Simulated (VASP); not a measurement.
# SiC (Moissanite 6H) (P6_3mc) in VASP: notebook, part 3 of 4

VASP 6.6.1.

### 5 Dielectric tensor, LDA

This run uses another cell than the first one, of 10.15 Å³/atom, 0.968 times its volume.

Contents of INCAR:

```
SYSTEM = SiC
  PREC = Accurate
  ENCUT = 600
  EDIFF = 1E-8
  ISMEAR = 0
  SIGMA = 0.03
  LREAL = .False.
  LASPH = .True.
  NELM = 80
  ALGO = Fast
  ISIF = 2
  LWAVE = .False.
  LCHARG = .False.
  GGA = CA
  LEPSILON = .True.
  KPAR = 4
```

Contents of KPOINTS:

```
Automatic mesh
0
Gamma
  12 12 2
  0 0 0
```

Contents of POSCAR:

```
SiC                                     
1.0
    3.0603508982      0.0000000000      0.0000000000
   -1.5301754491      2.6503416223      0.0000000000
    0.0000000000      0.0000000000     15.0163177962
  Si              C             
     6     6
Direct
     0.0000000000000000    0.0000000000000000    0.1250414680265166
     0.0000000000000000    0.0000000000000000    0.6250414680265166
     0.3333333332999970    0.6666666667000030    0.2918214127358922
     0.6666666667000030    0.3333333332999970    0.7918214127358922
     0.3333333332999970    0.6666666667000030    0.9583003306395810
     0.6666666667000030    0.3333333332999970    0.4583003306395810
     0.0000000000000000    0.0000000000000000    0.9996816451320854
     0.0000000000000000    0.0000000000000000    0.4996816451320854
     0.3333333332999970    0.6666666667000030    0.1668348677164531
     0.6666666667000030    0.3333333332999970    0.6668348677164531
     0.3333333332999970    0.6666666667000030    0.8333202757494860
     0.6666666667000030    0.3333333332999970    0.3333202757494860
```

Potentials or basis: VASP PAW LDA potentials, release 64 (Si, C).

Run with:

```bash
$ cat potpaw_LDA.64/Si/POTCAR potpaw_LDA.64/C/POTCAR > POTCAR
$ mpirun -np 4 vasp_std > vasp.out
```

OUTCAR:

```text
SYSTEM = SiC
   PREC = Accurate
   ENCUT = 600
   EDIFF = 1E-8
   ISMEAR = 0
   LREAL = .False.
   LASPH = .True.
   NELM = 80
   ISIF = 2
   GGA = CA
   LEPSILON = .True.

 ion  position               nearest neighbor table
   1  0.000  0.000  0.125-   9 1.88   9 1.88   9 1.88   7 1.88   5 3.06   5 3.06   5 3.06   3 3.06
                             3 3.06   3 3.06
   2  0.000  0.000  0.625-  10 1.88  10 1.88  10 1.88   8 1.88   6 3.06   6 3.06   6 3.06   4 3.06
                             4 3.06   4 3.06
   3  0.333  0.667  0.292-  12 1.87  12 1.87  12 1.87   9 1.88   6 3.06   6 3.06   6 3.06   1 3.06
                             1 3.06   1 3.06
   4  0.667  0.333  0.792-  11 1.87  11 1.87  11 1.87  10 1.88   5 3.06   5 3.06   5 3.06   2 3.06
                             2 3.06   2 3.06
   5  0.333  0.667  0.958-   7 1.87   7 1.87   7 1.87  11 1.88   4 3.06   4 3.06   4 3.06   1 3.06
                             1 3.06   1 3.06
   6  0.667  0.333  0.458-   8 1.87   8 1.87   8 1.87  12 1.88   3 3.06   3 3.06   3 3.06   2 3.06
                             2 3.06   2 3.06
   7  0.000  0.000  1.000-   5 1.87   5 1.87   5 1.87   1 1.88
   8  0.000  0.000  0.500-   6 1.87   6 1.87   6 1.87   2 1.88
   9  0.333  0.667  0.167-   1 1.88   1 1.88   1 1.88   3 1.88
  10  0.667  0.333  0.667-   2 1.88   2 1.88   2 1.88   4 1.88
  11  0.333  0.667  0.833-   4 1.87   4 1.87   4 1.87   5 1.88
  12  0.667  0.333  0.333-   3 1.87   3 1.87   3 1.87   6 1.88

  LATTYP: Found a hexagonal cell.
 ALAT       =     3.0603508982
 C/A-ratio  =     4.9067307298

  Lattice vectors:

 A1 = (   3.0603508982,   0.0000000000,   0.0000000000)
 A2 = (  -1.5301754491,   2.6503416223,   0.0000000000)
 A3 = (   0.0000000000,   0.0000000000,  15.0163177962)

Analysis of symmetry for initial positions (statically):
=====================================================================
 Subroutine PRICEL returns:
 Original cell was already a primitive cell.

 Routine SETGRP: Setting up the symmetry group for a
 hexagonal supercell.

[... 1065 lines left out ...]
--------------------------------------- Ionic step        2  -------------------------------------------

------------------------ aborting loop because EDIFF is reached ----------------------------------------

--------------------------------------- Ionic step        3  -------------------------------------------

 Free energy of the ion-electron system (eV)
  ---------------------------------------------------
  ---------------------------------------------------
  free energy    TOTEN  =        -2.20400095 eV

  energy without entropy =       -2.20400095

------------------------ aborting loop because EDIFF is reached ----------------------------------------

 PIEZOELECTRIC TENSOR FIELD DIRECTION 3  (e Angst)
 -----------------------------------------------------------------------------
    -4.07517  0.00000  0.00000           ( -0.18675  0.00000  0.00000)
     0.00000 -4.07517 -0.00000           (  0.00000 -0.18675  0.00000)
     0.00000  0.00000  7.81260           (  0.00000  0.00000  0.37045)

 PIEZOELECTRIC TENSOR FIELD DIRECTION 3  (C/m^2)
 -----------------------------------------------------------------------------
    -0.53607  0.00000  0.00000
     0.00000 -0.53607 -0.00000
     0.00000  0.00000  1.02771

 MACROSCOPIC STATIC DIELECTRIC TENSOR (including local field effects in DFT)
 ------------------------------------------------------
           6.979847     0.000000     0.000000
           0.000000     6.979847     0.000000
          -0.000000     0.000000     7.219682
 ------------------------------------------------------

 PIEZOELECTRIC TENSOR (including local field effects)  for field in x, y, z        (e  Angst)
          XX          YY          ZZ          XY          YZ          ZX
  --------------------------------------------------------------------------------
  x     0.00000     0.00000     0.00000    -0.00000     0.00000    -4.40980
  y    -0.00000     0.00000     0.00000     0.00000    -4.40980     0.00000
  z    -4.07517    -4.07517     7.81260     0.00000     0.00000     0.00000

 PIEZOELECTRIC TENSOR (including local field effects)  for field in x, y, z        (C/m^2)
          XX          YY          ZZ          XY          YZ          ZX
  --------------------------------------------------------------------------------
  x     0.00000     0.00000     0.00000    -0.00000     0.00000    -0.58009
  y    -0.00000     0.00000     0.00000     0.00000    -0.58009     0.00000
  z    -0.53607    -0.53607     1.02771     0.00000     0.00000     0.00000

 BORN EFFECTIVE CHARGES (including local field effects) (in |e|, cummulative output)
 ---------------------------------------------------------------------------------
 ion    1
    1     2.68346     0.00000     0.00000
    2    -0.00000     2.68346     0.00000
    3     0.00000    -0.00000     2.60829
 ion    2
    1     2.68346     0.00000     0.00000
    2    -0.00000     2.68346     0.00000
    3     0.00000     0.00000     2.60829
 ion    3
    1     2.71904     0.00000     0.00000
    2     0.00000     2.71904     0.00000
    3     0.00000     0.00000     2.79583
 ion    4
    1     2.71904     0.00000     0.00000
    2     0.00000     2.71904     0.00000
    3     0.00000     0.00000     2.79583
 ion    5
[... 16 lines left out ...]
    1    -2.68290     0.00000     0.00000
    2     0.00000    -2.68290     0.00000
    3    -0.00000     0.00000    -2.81549
 ion   10
    1    -2.68290     0.00000     0.00000
    2     0.00000    -2.68290    -0.00000
    3     0.00000    -0.00000    -2.81549
 ion   11
    1    -2.70188     0.00000    -0.00000
    2     0.00000    -2.70188     0.00000
    3    -0.00000     0.00000    -2.76502
 ion   12
    1    -2.70188     0.00000     0.00000
    2     0.00000    -2.70188     0.00000
    3     0.00000     0.00000    -2.76502
```

stdout:

```text
POSCAR found type information on POSCAR SiC
 POSCAR found :  2 types and      12 ions
 scaLAPACK will be used
 LDA part: xc-table for (Slater(with rela. corr.)+CA(PZ))
 , standard interpolation
 POSCAR, INCAR and KPOINTS ok, starting setup
 FFT: planning ... GRIDC
 FFT: planning ... GRID_SOFT
 FFT: planning ... GRID
 WAVECAR not read
 entering main loop
 Linear response reoptimize wavefunctions to high precision
 Linear response G [H, r] |phi>, progress :
  Direction:   1
 Linear response G [H, r] |phi>, progress :
  Direction:   2
 Linear response G [H, r] |phi>, progress :
  Direction:   3
 Linear response to external field (no local field effect), progress :
  Direction:   1
 dielectric tensor                  component  1 :     5.940    -2.224    -0.000
 Linear response to external field (no local field effect), progress :
  Direction:   2
 dielectric tensor                  component  2 :    -2.224     8.672     0.000
 Linear response to external field (no local field effect), progress :
  Direction:   3
 dielectric tensor                  component  3 :     0.000    -0.000     7.542
 Linear response to external field, progress :
  Direction:   1
 dielectric tensor                  component  1 :     6.980    -0.889    -0.000
 Linear response to external field, progress :
  Direction:   2
 dielectric tensor                  component  2 :    -0.885     6.980     0.000
 Linear response to external field, progress :
  Direction:   3
 dielectric tensor                  component  3 :     0.000    -0.000     7.220
 Born effective charges drift removed
```

Run time: 7.3 min. Hardware: 4 MPI ranks of Intel Xeon Platinum 8488C (Sapphire Rapids), shared host; peak memory 0.87 GiB.

Results:

```
Band gap on the k mesh                  : 1.97 eV, indirect (least direct gap 3.07 eV)
Electronic dielectric tensor (diagonal) : 6.98, 6.98, 7.22
Born charges (mean of the diagonal)     : Si +2.66, +2.74, +2.76; C -2.71, -2.73, -2.72 e
```

Electronic dielectric tensor:
```
6.98 0.00 0.00
0.00 6.98 0.00
0.00 0.00 7.22
```

Born effective charge tensors (e):
atom 1, Si
```
2.68 0.00 0.00
0.00 2.68 0.00
0.00 0.00 2.61
```
atom 2, Si
```
2.68 0.00 0.00
0.00 2.68 0.00
0.00 0.00 2.61
```
atom 3, Si
```
2.72 0.00 0.00
0.00 2.72 0.00
0.00 0.00 2.80
```
atom 4, Si
```
2.72 0.00 0.00
0.00 2.72 0.00
0.00 0.00 2.80
```
atom 5, Si
```
2.70 0.00 0.00
0.00 2.70 0.00
0.00 0.00 2.88
```
atom 6, Si
```
2.70 0.00 0.00
0.00 2.70 0.00
0.00 0.00 2.88
```
atom 7, C
```
-2.72  0.00  0.00
 0.00 -2.72  0.00
 0.00  0.00 -2.71
```
atom 8, C
```
-2.72  0.00  0.00
 0.00 -2.72  0.00
 0.00  0.00 -2.71
```
atom 9, C
```
-2.68  0.00  0.00
 0.00 -2.68  0.00
 0.00  0.00 -2.82
```
atom 10, C
```
-2.68  0.00  0.00
 0.00 -2.68  0.00
 0.00  0.00 -2.82
```
atom 11, C
```
-2.70  0.00  0.00
 0.00 -2.70  0.00
 0.00  0.00 -2.77
```
atom 12, C
```
-2.70  0.00  0.00
 0.00 -2.70  0.00
 0.00  0.00 -2.77
```

A k mesh can miss the band edges.

(Continued in part 4 of 4.)
